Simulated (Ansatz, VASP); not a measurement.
# BeSe5 in VASP and in Ansatz

INCAR

```
SYSTEM = BeSe5
PREC = Accurate
ENCUT = 520
EDIFF = 1E-7
ISMEAR = 0
SIGMA = 0.1
LREAL = .FALSE.
LASPH = .TRUE.
NELM = 60
ALGO = Normal
ISIF = 2
LWAVE = .FALSE.
LCHARG = .FALSE.
GGA = PE
NBANDS = 25
```

File KPOINTS:

```
Automatic mesh
0
G
  4 4 4
  0 0 0
```

POSCAR

```
BeSe5
1.0
    0.0000000000      4.2649855100      4.2649855100
    4.2649855100      0.0000000000      4.2649855100
    4.2649855100      4.2649855100      0.0000000000
Be Se
1 5
Direct
    0.0000000000      0.0000000000      0.0000000000
    0.2500000000      0.2500000000      0.2500000000
    0.1261565700      0.6246144800      0.6246144800
    0.6246144800      0.6246144800      0.6246144800
    0.6246144800      0.6246144800      0.1261565700
    0.6246144800      0.1261565700      0.6246144800
```

Input for Ansatz:

```yaml
crystal:
  lattice:
    - [0.0, 4.26498551, 4.26498551]
    - [4.26498551, 0.0, 4.26498551]
    - [4.26498551, 4.26498551, 0.0]
  atoms:
    - { symbol: Be, position: [0.0, 0.0, 0.0] }
    - { symbol: Se, position: [0.25, 0.25, 0.25] }
    - { symbol: Se, position: [0.12615657, 0.62461448, 0.62461448] }
    - { symbol: Se, position: [0.62461448, 0.62461448, 0.62461448] }
    - { symbol: Se, position: [0.62461448, 0.62461448, 0.12615657] }
    - { symbol: Se, position: [0.62461448, 0.12615657, 0.62461448] }
basis:
  ecutwfc: 420
kpoints:
  mp_grid: { grid: [4, 4, 4] }
hamiltonian:
  xc: pbe
scf:
  occupations: { method: gaussian, width: 0.1 }
  lower_state_search: "off"
output:
  forces: true
  stress: true
  eigenvalues: true
```

Change from the starting cell: species swapped into the Be5Pd type (F-43m, No. 216).

Alike in both runs: task single point; functional PBE; k mesh 4 × 4 × 4; occupations gaussian, width 0.1 eV; no spin polarisation.

```csv
,VASP,Ansatz
version,VASP 6.6.1,Ansatz 0.2.0
potentials or method,"VASP PAW PBE potentials, release 64 (Be, Se)","scalar-relativistic, plane waves, PAW"
plane-wave cutoff (eV),520,420
valence electrons in the cell,32,82
```

|  | VASP | Ansatz | Ansatz less VASP |
| --- | --- | --- | --- |
| gap on the k mesh at the Fermi level (eV) | none | none | - |
| pressure (GPa) | -6.6 | -6.6 | +0.01 |

A gap of «none» marks a metal or a gap that the smearing closes. With one functional, cell and mesh, what is left measures potentials, basis and numerics. The two sets of potentials don't hold the same shells in valence.
